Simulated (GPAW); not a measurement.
# InAs (F-43m) in GPAW: convergence with k mesh

Aim: find how far k mesh must go before the results for InAs settle, at LDA. This setting moves, with any that are tied to it; all else stays.

All numbers are computed with GPAW 26.7.0; they aren't measurements. Logs are shortened: lines on timing, memory, paths and dates and some standing lists are left out, and cuts for length are marked. The log counts tension as positive stress, the text compression.

## Step 1: Starting point

The structure is cubic, space group F-43m (No. 216). Conventional cell: a = 6.036 Å, b = 6.036 Å, c = 6.036 Å, α = 90.00°, β = 90.00°, γ = 90.00°. In (site symmetry -43m) has 4 As at 2.61 Å as nearest neighbours. As (site symmetry -43m) has 4 In at 2.61 Å as nearest neighbours.

## Step 2: With k mesh 2 × 2 × 2

Contents of run.py:

```python
from ase.dft.bandgap import bandgap
from ase.io import read, write
from ase.units import GPa
from gpaw import GPAW, PW

atoms = read('InAs.xyz')

calc = GPAW(mode=PW(600),
            xc='LDA',
            kpts={'size': (2, 2, 2), 'gamma': True},
            occupations={'name': 'fermi-dirac', 'width': 0.05},
            nbands=18,
            convergence={'density': 1e-05, 'energy': 1e-05},
            maxiter=100,
            txt='gpaw.txt')
atoms.calc = calc
energy = atoms.get_potential_energy()
forces = atoms.get_forces()
stress = atoms.get_stress()
calc.write('gs.gpw')
write('result.traj', atoms)
print(f'Energy: {energy:.6f} eV')
print('Forces (eV/A):')
print(forces.round(4))
print('Stress (GPa):', (stress / GPa).round(3))
print('Fermi level:', round(calc.get_fermi_level(), 4), 'eV')
print(f'Gap: {bandgap(calc)[0]:.4f} eV, direct: {bandgap(calc, direct=True)[0]:.4f} eV')
```

Contents of InAs.xyz:

```xyz
2
Lattice="0.0000000000 3.0180000000 3.0180000000 3.0180000000 0.0000000000 3.0180000000 3.0180000000 3.0180000000 0.0000000000" Properties=species:S:1:pos:R:3 pbc="T T T"
In     0.0000000000      0.0000000000      0.0000000000
As     4.5270000000      4.5270000000      4.5270000000
```

Potentials or basis: the program's PAW data sets (release 1.2.1) made for this functional, pw.

Started as:

```sh
OMP_NUM_THREADS=1 python run.py
```

It took 3.1 s on 1 thread of Arm Neoverse V1, shared host; peak memory 0.14 GiB.

What came out:

| Quantity | Value |
| --- | --- |
| Free energy | -7.2872 eV |
| Pressure | 7.0 GPa |
| Band gap on the k mesh | none (metal or under the smearing width) |

## Step 3: With k mesh 3 × 3 × 3

Changes to run.py since step 2:

```diff
@@ -9,3 +9,3 @@
             xc='LDA',
-            kpts={'size': (2, 2, 2), 'gamma': True},
+            kpts={'size': (3, 3, 3), 'gamma': True},
             occupations={'name': 'fermi-dirac', 'width': 0.05},
```

InAs.xyz is that of step 2.

Potentials or basis: the program's PAW data sets (release 1.2.1) made for this functional, pw.

Started as:

```sh
OMP_NUM_THREADS=1 python run.py
```

Run time: 3.6 s. Hardware: 1 thread of Arm Neoverse V1, shared host; peak memory 0.14 GiB.

Results:

```
Free energy            : -8.8049 eV
Pressure               : 1.3 GPa
Band gap on the k mesh : none (metal or under the smearing width)
```

## Step 4: With k mesh 4 × 4 × 4

Changes to run.py since step 3:

```diff
@@ -9,3 +9,3 @@
             xc='LDA',
-            kpts={'size': (3, 3, 3), 'gamma': True},
+            kpts={'size': (4, 4, 4), 'gamma': True},
             occupations={'name': 'fermi-dirac', 'width': 0.05},
```

InAs.xyz is that of step 3.

Started as:

```sh
OMP_NUM_THREADS=1 python run.py
```

Run time: 5.4 s. Hardware: 1 thread of Arm Neoverse V1, shared host; peak memory 0.14 GiB.

Results (log left out):

```
Free energy            : -9.1356 eV
Pressure               : 0.0 GPa
Band gap on the k mesh : none (metal or under the smearing width)
```

## Step 5: With k mesh 5 × 5 × 5

Changes to run.py since step 4:

```diff
@@ -9,3 +9,3 @@
             xc='LDA',
-            kpts={'size': (4, 4, 4), 'gamma': True},
+            kpts={'size': (5, 5, 5), 'gamma': True},
             occupations={'name': 'fermi-dirac', 'width': 0.05},
```

InAs.xyz is that of step 4.

Started as:

```sh
OMP_NUM_THREADS=1 python run.py
```

Wall time 6.2 s (1 thread of Arm Neoverse V1, shared host); peak memory 0.14 GiB.

It converged, with:

```yaml
Free_energy: -9.2287 eV
Pressure: -0.3 GPa
Band_gap_on_the_k_mesh: none (metal or under the smearing width)
```

## Step 6: With k mesh 6 × 6 × 6

Changes to run.py since step 5:

```diff
@@ -9,3 +9,3 @@
             xc='LDA',
-            kpts={'size': (5, 5, 5), 'gamma': True},
+            kpts={'size': (6, 6, 6), 'gamma': True},
             occupations={'name': 'fermi-dirac', 'width': 0.05},
```

InAs.xyz is that of step 5.

Potentials or basis: the program's PAW data sets (release 1.2.1) made for this functional, pw.

Started as:

```sh
OMP_NUM_THREADS=1 python run.py
```

It took 8.9 s on 1 thread of Arm Neoverse V1, shared host; peak memory 0.15 GiB.

It converged, with:

* Free energy: -9.2594 eV
* Pressure: -0.5 GPa
* Band gap on the k mesh: none (metal or under the smearing width)

## Step 7: With k mesh 7 × 7 × 7

Changes to run.py since step 6:

```diff
@@ -9,3 +9,3 @@
             xc='LDA',
-            kpts={'size': (6, 6, 6), 'gamma': True},
+            kpts={'size': (7, 7, 7), 'gamma': True},
             occupations={'name': 'fermi-dirac', 'width': 0.05},
```

InAs.xyz is that of step 6.

Started as:

```sh
OMP_NUM_THREADS=1 python run.py
```

Wall time 11 s (1 thread of Arm Neoverse V1, shared host); peak memory 0.15 GiB.

Results (log left out):

| Property | Result |
| --- | --- |
| Free energy | -9.2709 eV |
| Pressure | -0.5 GPa |
| Band gap on the k mesh | none (metal or under the smearing width) |

## Step 8: With k mesh 8 × 8 × 8

Changes to run.py since step 7:

```diff
@@ -9,3 +9,3 @@
             xc='LDA',
-            kpts={'size': (7, 7, 7), 'gamma': True},
+            kpts={'size': (8, 8, 8), 'gamma': True},
             occupations={'name': 'fermi-dirac', 'width': 0.05},
```

InAs.xyz is that of step 7.

Started as:

```sh
OMP_NUM_THREADS=1 python run.py
```

Run time: 15 s. Hardware: 1 thread of Arm Neoverse V1, shared host; peak memory 0.16 GiB.

The run converged. Its results:

```yaml
Free_energy: -9.2756 eV
Pressure: -0.5 GPa
Band_gap_on_the_k_mesh: none (metal or under the smearing width)
```

## Step 9: With k mesh 10 × 10 × 10

Changes to run.py since step 8:

```diff
@@ -9,3 +9,3 @@
             xc='LDA',
-            kpts={'size': (8, 8, 8), 'gamma': True},
+            kpts={'size': (10, 10, 10), 'gamma': True},
             occupations={'name': 'fermi-dirac', 'width': 0.05},
```

InAs.xyz is that of step 8.

Potentials or basis: the program's PAW data sets (release 1.2.1) made for this functional, pw.

Started as:

```sh
OMP_NUM_THREADS=1 python run.py
```

gpaw.txt:

```text
__  _  _
 | _ |_)|_||  |
 |__||  | ||/\| - 26.7.0

Input parameters:
  mode=PW(ecut=600.0),
  convergence={'density': 1e-05, 'energy': 1e-05},
  kpts=MonkhorstPack(size=(10, 10, 10), gamma=True),
  maxiter=100,
  nbands=18,
  occupations=Occupations(name='fermi-dirac', width=0.05),
  xc=XC(name='LDA')

Diagonalizing LCAO Hamiltonian
Converting LCAO to pw mode

                     As

       In

Atoms  # Å, Bohr magnetons
|   | symbol |        x |        y |        z |    initial magnetic moments |
|---|--------|----------|----------|----------|-----------------------------|
| 0 |     In | 0.000000 | 0.000000 | 0.000000 | ( 0.0000,  0.0000,  0.0000) |
| 1 |     As | 4.527000 | 4.527000 | 4.527000 | ( 0.0000,  0.0000,  0.0000) |

Unit cell  # Å
| periodic |        x |        y |        z |  lengths |    angles |
|----------|----------|----------|----------|----------|-----------|
|      yes | 0.000000 | 3.018000 | 3.018000 | 4.268097 | 60.000000 |
|      yes | 3.018000 | 0.000000 | 3.018000 | 4.268097 | 60.000000 |
|      yes | 3.018000 | 3.018000 | 0.000000 | 4.268097 | 60.000000 |

Number of symmetries: 24
Symmetry operations  # r_c * U_cc + t_c -> r_c
|    | kind |            matrix            |
|----|------|------------------------------|
|  0 |  E   |  1, 0, 0,  0, 1, 0,  0, 0, 1 |
|  1 |  σ   |  1, 0, 0,  0, 0, 1,  0, 1, 0 |
|  2 |  σ   |  1, 0,-1,  0, 1,-1,  0, 0,-1 |
|  3 |  C3  |  1, 0,-1,  0, 0,-1,  0, 1,-1 |
|  4 |  C3  |  1,-1, 0,  0,-1, 1,  0,-1, 0 |
|  5 |  σ   |  1,-1, 0,  0,-1, 0,  0,-1, 1 |
|  6 |  σ   |  0, 1, 0,  1, 0, 0,  0, 0, 1 |
|  7 |  C3  |  0, 1, 0,  0, 0, 1,  1, 0, 0 |
|  8 |  C2  |  0, 1,-1,  1, 0,-1,  0, 0,-1 |
|  9 |  S4  |  0, 1,-1,  0, 0,-1,  1, 0,-1 |
| 10 |  C3  |  0, 0, 1,  1, 0, 0,  0, 1, 0 |
| 11 |  σ   |  0, 0, 1,  0, 1, 0,  1, 0, 0 |
| 12 |  S4  |  0, 0,-1,  1, 0,-1,  0, 1,-1 |
| 13 |  C3  |  0, 0,-1,  0, 1,-1,  1, 0,-1 |
| 14 |  S4  |  0,-1, 1,  1,-1, 0,  0,-1, 0 |
| 15 |  C2  |  0,-1, 1,  0,-1, 0,  1,-1, 0 |
| 16 |  C3  |  0,-1, 0,  1,-1, 0,  0,-1, 1 |
| 17 |  S4  |  0,-1, 0,  0,-1, 1,  1,-1, 0 |
| 18 |  S4  | -1, 1, 0, -1, 0, 1, -1, 0, 0 |
| 19 |  C3  | -1, 1, 0, -1, 0, 0, -1, 0, 1 |
| 20 |  C3  | -1, 0, 1, -1, 1, 0, -1, 0, 0 |
| 21 |  S4  | -1, 0, 1, -1, 0, 0, -1, 1, 0 |
| 22 |  σ   | -1, 0, 0, -1, 1, 0, -1, 0, 1 |
| 23 |  C2  | -1, 0, 0, -1, 0, 1, -1, 1, 0 |

BZ-sampling:
  Number of BZ points: 1000
  Number of IBZ points: 47

  Monkhorst-Pack size: [10, 10, 10]
  Monkhorst-Pack shift: [0.05, 0.05, 0.05]

K-points  # in reciprocal-cell coordinates
|     |                                coordinates |     weight |
|-----|--------------------------------------------|------------|
|   0 | (  0.00000000,   0.00000000,   0.00000000) | 0.00100000 |
|   1 | (  0.10000000,   0.10000000,   0.00000000) | 0.00600000 |
|   2 | (  0.10000000,   0.10000000,   0.10000000) | 0.00800000 |
|   3 | (  0.20000000,   0.10000000,   0.10000000) | 0.01200000 |
|   4 | (  0.20000000,   0.20000000,   0.00000000) | 0.00600000 |
|   5 | (  0.20000000,   0.20000000,   0.10000000) | 0.02400000 |
|   6 | (  0.20000000,   0.20000000,   0.20000000) | 0.00800000 |
|   7 | (  0.30000000,   0.20000000,   0.10000000) | 0.02400000 |
|   8 | (  0.30000000,   0.20000000,   0.20000000) | 0.02400000 |
|   9 | (  0.30000000,   0.30000000,   0.00000000) | 0.00600000 |
| ... |                                            |            |
|  46 | (  0.50000000,   0.50000000,   0.50000000) | 0.00400000 |

Plane wave coefficients: 1854
Cutoff: 600.0 eV

Spin-components: 1 (collinear spins)
Bands:           18
Projectors:      11
Spin-degeneracy: 2
Datatype:        complex128

Parallelization:
  kpt:    1
  domain: 1
  band:   1

Density:
  Valence electrons: 18.0
  Components: 1
  Grid points: [25 25 25]
  Charge: 0.0  # |e|

Potential:
  Grid points: [25 25 25]

species:
  In:
    name:    Indium
    Z:       49.0
    valence: 13
    core:    36
    charge:  0.0  # [|e|]
    compensation charges:
      type: gauss
      rc: 0.36  # [Å]
      lmax: 2
    cutoffs:
      filter: 2.09  # [Å]
      core: 2.48  # [Å]
    projectors
    | kind |    occ | energy [eV] | rcut [Å] |
    |------|--------|-------------|----------|
    |   5s |  2.000 |      -8.474 |    1.185 |
    |   5p |  1.000 |      -2.700 |    1.244 |
    |   4d | 10.000 |     -18.723 |    1.148 |
    |    s |        |      18.738 |    1.185 |
    |    p |        |      24.512 |    1.244 |
    |    d |        |       8.489 |    1.148 |

    Using partial waves for In as LCAO basis

  As:
    name:    Arsenic
    Z:       33.0
    valence: 5
    core:    28
    charge:  0.0  # [|e|]
    compensation charges:
      type: gauss
      rc: 0.33  # [Å]
      lmax: 2
    cutoffs:
      filter: 1.87  # [Å]
      core: 2.96  # [Å]
    projectors
    | kind |    occ | energy [eV] | rcut [Å] |
    |------|--------|-------------|----------|
    |   4s |  2.000 |     -14.691 |    1.058 |
    |   4p |  3.000 |      -5.342 |    1.058 |
    |    s |        |      12.520 |    1.058 |
    |    p |        |      21.869 |    1.058 |
    |    d |        |       0.000 |    1.058 |

    Using partial waves for As as LCAO basis

Reference energy: -221254.198245  # eV

eigensolver:
  PPCG
  Converge bands: occupied
  niter=2

density mixing:
  MSR1-Mixer
  Pratt-step length: 0.05
  Maximum mixing coefficient: 0.75
  Old densities: 10
  SVD Regularization: 0.005
  Good broyden scale: 1.0
  Trust region scale: 1.0
  Backstep threshold: 4.0
  History deletion threshold: 6.0
  Fourier metric: weight=20.0, sigma=0.015

occupation numbers:
  Fermi-Dirac:
    width: 0.0500  # eV

poisson solver:
  ecut: 4800.0  # eV

xc functional:
  name: None

convergence criteria:
- Maximum integral of absolute [dens]ity change: 1e-05 electrons / valence electron
- Maximum [total energy] change in last 3 cyles: 1e-05 eV / valence electron
- Maximum integral of absolute [eigenst]ate change: 4e-08 eV^2 / valence electron
maximum number of iterations: 100

SCF iterations
|iter     | |      energy | eigst |  dens |
|---------|-|-------------|-------|-------|
|iter:   1| |   -9.530635 | -0.30 |       |
|iter:   2| |   -9.483152 | -2.36 | -1.19 |
|iter:   3| |   -9.282438 | -2.02 | -1.23 |
|iter:   4| |   -9.278945 | -3.51 | -1.83 |
|iter:   5| |   -9.278537 | -4.26 | -2.39 |
|iter:   6| |   -9.278548 | -5.84 | -3.16 |
|iter:   7| |   -9.278549c| -6.84 | -3.66 |
|iter:   8| |   -9.278549c| -7.54c| -4.72 |
|iter:   9| |   -9.278549c| -8.38c| -5.34c|

Converged in 9 steps
Energy contributions relative to reference atoms: (reference = -221254.198245)

Energy contributions:
  Kinetic:          23.615408
  Coulomb:         -21.840826
  Zero:              0.117649
  External:          0.000000
  Xc:              -11.170599
  Entropy:          -0.000363
  Spinorbit:         0.000000
  ----------------------------
  Free energy:      -9.278731
  Extrapolated:     -9.278549

dipole moment: (-17.262113, -17.262113, -17.262113)  # |e|*Ang

Fermi level: 4.666
Eigenvalues  # (at kpt = [0.000, 0.000, 0.000])
| band index |      eig [eV] | occ [0-2] |
|------------|---------------|-----------|
|          0 |        -9.662 |     2.000 |
|        ... |               |           |
|          2 |        -9.662 |     2.000 |
|          3 |        -9.529 |     2.000 |
|          4 |        -9.529 |     2.000 |
|          5 |        -7.375 |     2.000 |
|          6 |         4.194 |     2.000 |
|          7 |         4.596 |     1.603 |
[... 8 lines left out ...]
|         16 |        14.975 |     0.000 |
|         17 |        14.975 |     0.000 |

No gap
No difference between direct/indirect transitions

Forces  # eV/Ang
|       x |        y |       z |
|---------|----------|---------|
| 0.00000 | -0.00000 | 0.00000 |  # In   0
| 0.00000 | -0.00000 | 0.00000 |  # As   1

Stress tensor  # eV/Ang^3
|         x |         y |        z |
|-----------|-----------|----------|
|  0.003268 | -0.000000 | 0.000000 |
| -0.000000 |  0.003268 | 0.000000 |
|  0.000000 |  0.000000 | 0.003268 |

# Writing to gs.gpw (mode='')
```

Wall time 22 s (1 thread of Arm Neoverse V1, shared host); peak memory 0.18 GiB.

Results:

```yaml
Free_energy: -9.2787 eV
Pressure: -0.5 GPa
Band_gap_on_the_k_mesh: none (metal or under the smearing width)
```

## Step 10: Summary

| k mesh | energy less the tightest run, at zero smearing (meV/atom) | pressure (GPa) | SCF cycles | CPU time (s) | peak memory (GiB) |
| --- | --- | --- | --- | --- | --- |
| 2 × 2 × 2 | 1001.65 | 6.99 | 9 | 3.1 | 0.14 |
| 3 × 3 × 3 | 238.60 | 1.28 | 9 | 3.6 | 0.14 |
| 4 × 4 × 4 | 72.23 | 0.03 | 9 | 5.4 | 0.14 |
| 5 × 5 × 5 | 25.33 | -0.33 | 9 | 6.2 | 0.14 |
| 6 × 6 × 6 | 9.82 | -0.45 | 9 | 8.9 | 0.15 |
| 7 × 7 × 7 | 4.01 | -0.50 | 9 | 11 | 0.15 |
| 8 × 8 × 8 | 1.60 | -0.51 | 9 | 15 | 0.16 |
| 10 × 10 × 10 | 0.00 | -0.52 | 9 | 22 | 0.18 |

Against the tightest run, the pressure stays within 0.1 GPa from 6 × 6 × 6 on. Not settled before the last step: the energy (to 1 meV/atom). Meshes of other sizes hit other points, so gaps and Fermi surfaces needn't settle smoothly. The tightest run that finished is the yardstick and may itself not be fully converged.
